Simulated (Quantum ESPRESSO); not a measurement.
Au: phonons at X under several settings

```
Au
1.0
     2.74841    0.00000    0.00000
     0.00000    2.74841    0.00000
     0.00000    0.00000    2.74841
Au
1
Direct
  0.50000 0.50000 0.50000
```

The cell was built by a generator and needn't be a form met in nature.

All runs used Quantum ESPRESSO 7.5; k mesh 8 × 8 × 8; given cell, atoms relaxed; no spin polarisation; occupations cold, width 0.2 eV.

```csv
level,potentials,cutoff (eV),pressure (GPa),frequencies (cm⁻¹)
PBE,GBRV 1.5 PBE,612,0.2,30i 30i 149
PBE,JTH 2.0 PBE,707,0.7,31i 31i 151
PBE,SSSP 1.3 efficiency PBE,816,?,?
PBE,SPMS 1.0 PBE,925,0.4,31i 31i 150
PBE,SG15 PBE 1.2,952,0.4,30i 30i 149
PBE,Ansatz NC SR PBE,1034,0.5,31i 31i 149
PBE,PseudoDojo 0.4.1 SR PBE standard,1034,0.1,30i 30i 148
```

What stands in the row left open?

Pressure -0.2 GPa; frequencies 30i 30i 148 cm⁻¹.

Values marked i are imaginary: the cell is unstable against those modes at that level, or the meshes are too thin.

Caveats: the mesh is thin for the phonons of a metal; some modes are imaginary.

For the row left open. Caveat: the mesh is thin for the phonons of a metal; some modes are imaginary.

The runs don't all hold the same shells in valence.
